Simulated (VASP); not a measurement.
From an Ansatz input to VASP: SnTe (strained measured structure)

Ansatz input

```yaml
crystal:
  lattice:
    - [0.0, 3.3076796276, 3.3076796276]
    - [3.3076796276, 0.0, 3.3076796276]
    - [3.3076796276, 3.3076796276, 0.0]
  atoms:
    - { symbol: Sn, position: [0.0, 0.0, 0.0] }
    - { symbol: Te, position: [0.5, 0.5, 0.5] }
kpoints:
  mp_grid: { grid: [8, 8, 8] }
  band_path:
    path:
      - [0.0, 0.0, 0.0]
      - [0.5, 0.0, 0.5]
      - [0.625, 0.25, 0.625]
      - [0.375, 0.375, 0.75]
      - [0.5, 0.5, 0.5]
      - [0.5, 0.25, 0.75]
      - [0.0, 0.0, 0.5]
    npoints: 1
hamiltonian:
  xc: r2scan
scf:
  occupations: { method: fixed }
  n_extra_bands: 4
output:
  forces: true
  stress: true
  eigenvalues: true
```

Problem. Which VASP files do the same job?

Solution. 

INCAR

```
IBRION = -1
ISMEAR = 0
NSW = 0
LELF = .TRUE.
METAGGA = R2SCAN
ENCUT = 520
PREC = Accurate
LREAL = .FALSE.
NBANDS = 17
LCHARG = .TRUE.
LASPH = .TRUE.
EDIFF = 1E-7
SIGMA = 0.01
LWAVE = .FALSE.
ALGO = Normal
NELM = 120
ISIF = 2
```

KPOINTS

```
KPOINTS created by Atomic Simulation Environment
0
Gamma
8 8 8
0 0 0
```

KPOINTS_OPT

```
special points
7
Reciprocal
0.0000000000 0.0000000000 0.0000000000 1
0.5000000000 0.0000000000 0.5000000000 1
0.6250000000 0.2500000000 0.6250000000 1
0.3750000000 0.3750000000 0.7500000000 1
0.5000000000 0.5000000000 0.5000000000 1
0.5000000000 0.2500000000 0.7500000000 1
0.0000000000 0.0000000000 0.5000000000 1
```

POSCAR

```
Sn Te
 1.0000000000000000
     0.0000000000000000    3.3076796275999998    3.3076796275999998
     3.3076796275999998    0.0000000000000000    3.3076796275999998
     3.3076796275999998    3.3076796275999998    0.0000000000000000
 Sn  Te
   1   1
Cartesian
  0.0000000000000000  0.0000000000000000  0.0000000000000000
  3.3076796275999998  3.3076796275999998  3.3076796275999998
```

VASP ran with the recommended PBE PAW datasets (20 valence electrons in the cell). Other inputs would serve too.

```
                             Ansatz      VASP
gap between bands v and c   0.44 eV   0.44 eV
         least direct gap   0.44 eV   0.44 eV
                 pressure  -3.9 GPa  -3.9 GPa
```

The two codes use different PAW datasets and cutoffs. VASP's cell holds 20 valence electrons and Ansatz's 30. Ansatz's stress includes a Pulay correction; VASP's doesn't.
